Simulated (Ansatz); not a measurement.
Runs of Ansatz 0.2.0 on Au. It takes space group Im-3m (No. 229, cubic). Conventional cell: a = 3.315 Å, b = 3.315 Å, c = 3.315 Å, α = 90.00°, β = 90.00°, γ = 90.00°. Au (site symmetry m-3m) is surrounded by 8 Au at 2.87 Å. This isn't the form of Au at room conditions, which is fcc.

| task | level | spin | cell | k mesh | smearing | points for each segment of the path | gap on the mesh (eV) | pressure (GPa) | relaxed volume (Å³/atom) |
| --- | --- | --- | --- | --- | --- | --- | --- | --- | --- |
| relaxation of cell and atoms | PBE | off | relaxed | 11 × 11 × 11 | fermi-dirac 0.05 eV | - | none | 0.0 | 18.09 |
| band structure | LDA | SOC, no magnetisation | as given | 8 × 8 × 8 | fermi-dirac 0.05 eV | 14 | none | -15.0 | - |
| single point | PBE | off | as given | 11 × 11 × 11 | gaussian 0.011 eV | - | none | -0.9 | - |
| band structure | PBE | SOC, no magnetisation | as given | 8 × 8 × 8 | fermi-dirac 0.05 eV | 14 | none | -2.9 | - |
| relaxation of cell and atoms | PBEsol | off | relaxed | 11 × 11 × 11 | fermi-dirac 0.05 eV | - | none | 0.0 | (b) |
| band structure | PBE | off | as given | 11 × 11 × 11 | fermi-dirac 0.05 eV | 14 | none | -0.9 | - |
| relaxation of cell and atoms | LDA | off | relaxed | 11 × 11 × 11 | fermi-dirac 0.05 eV | - | none | 0.0 | 16.64 |
| band structure | PBEsol | off | as given | 11 × 11 × 11 | fermi-dirac 0.05 eV | 14 | none | -8.9 | - |
| band structure | LDA | off | as given | 11 × 11 × 11 | fermi-dirac 0.05 eV | 14 | none | (a) | - |

Alike in all rows: potentials or basis Ansatz PAW; cutoff (eV) 420.

Q: Estimate the missing entries.

A: (a) -13.1; (b) 17.08.

Caveats: the PAW data sets come from PBE, with cores solved anew for the run's functional, which leaves a small shift of forces and pressure (some runs); the plane-wave basis is chosen anew once the cell has moved, so the energies of steps on either side of that aren't comparable (some runs); spin-orbit coupling is left out, which moves the levels of the heavy elements (some runs).

A k mesh can miss the band edges, and rows without SOC leave out spin-orbit coupling on Au.

A gap of «none» marks a metal or a gap under the smearing width.
